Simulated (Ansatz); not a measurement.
Input of an Ansatz 0.2.0 run:

input.yaml

```yaml
crystal:
  lattice:
    - [-1.9814305318, 1.9814305318, 1.9814305318]
    - [1.9814305318, -1.9814305318, 1.9814305318]
    - [1.9814305318, 1.9814305318, -1.9814305318]
  atoms:
    - { symbol: Bi, position: [0.0, 0.0, 0.0] }
hamiltonian:
  xc: lda
  pseudopotentials: { kind: paw }
kpoints:
  mp_grid: { grid: [9, 9, 9] }
scf:
  occupations: { method: fermi_dirac, width: 0.05 }
output:
  forces: true
  stress: true
relax:
  f_tol: 0.01
  max_steps: 40
  cell: { stress_tol: 0.05 }
```

Potentials or basis: Ansatz PAW.

Run with:

```bash
$ ansatz run input.yaml --threads 2 --pin off --max-ram 5632MiB --backend cpu --events-out ev --progress --plain --runs-dir out
```

Estimate the relaxed cell.

a = 3.366 Å, b = 3.366 Å, c = 3.366 Å, α = 109.47°, β = 109.47°, γ = 109.47°.

What does it give for the space group after relaxing (to 0.05 Å)?

Im-3m (No. 229).

Final structure:
```xyz
1
Lattice="-1.9431 1.9431 1.9431 1.9431 -1.9431 1.9431 1.9431 1.9431 -1.9431" Properties=species:S:1:pos:R:3 pbc="T T T"
Bi    0.0000    0.0000    0.0000
```
